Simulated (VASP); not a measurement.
Set up this calculation in VASP 6.6.1, as the native input.

```
Task                   : single point
Functional             : PBE
Potentials or basis    : VASP PAW PBE potentials, release 64 (Mg)
Cutoff                 : 520 eV
k mesh                 : 10 × 10 × 5
Occupations            : gaussian, width 0.021 eV
Spin                   : no spin polarisation
Further INCAR settings : ALGO = Normal; EDIFF = 1e-07; NBANDS = 9
```

The structure of Mg lies in POSCAR:

```
Mg
1.0
    3.2093000000      0.0000000000      0.0000000000
   -1.6046500000      2.7793353284      0.0000000000
    0.0000000000      0.0000000000      5.2103000000
Mg
2
Direct
    0.6666666667      0.3333333333      0.7500000000
    0.3333333333      0.6666666667      0.2500000000
```

These files were run (other wordings do the same):

INCAR

```
SYSTEM = Mg
ALGO = Normal
EDIFF = 1E-7
ENCUT = 520
GGA = PE
ISIF = 2
ISMEAR = 0
LASPH = .TRUE.
LCHARG = .FALSE.
LREAL = .FALSE.
LWAVE = .FALSE.
NBANDS = 9
NELM = 100
PREC = Accurate
SIGMA = 0.020999999999999998
```

KPOINTS

```
k-points
0
G
  10 10 5
  0 0 0
```

Potentials or basis: VASP PAW PBE potentials, release 64 (Mg).

Command:

```bash
$ cat potpaw_PBE.64/Mg/POTCAR > POTCAR
$ mpirun -np 1 vasp_std > vasp.out
```

Results of the run:

```
Pressure               : -0.6 GPa
Band gap on the k mesh : none (metal or under the smearing width)
```

Run time: 5.1 s on 1 thread of Intel(R) Xeon(R) 6975P-C (Granite Rapids), with other jobs on the host, peak memory 0.15 GiB.
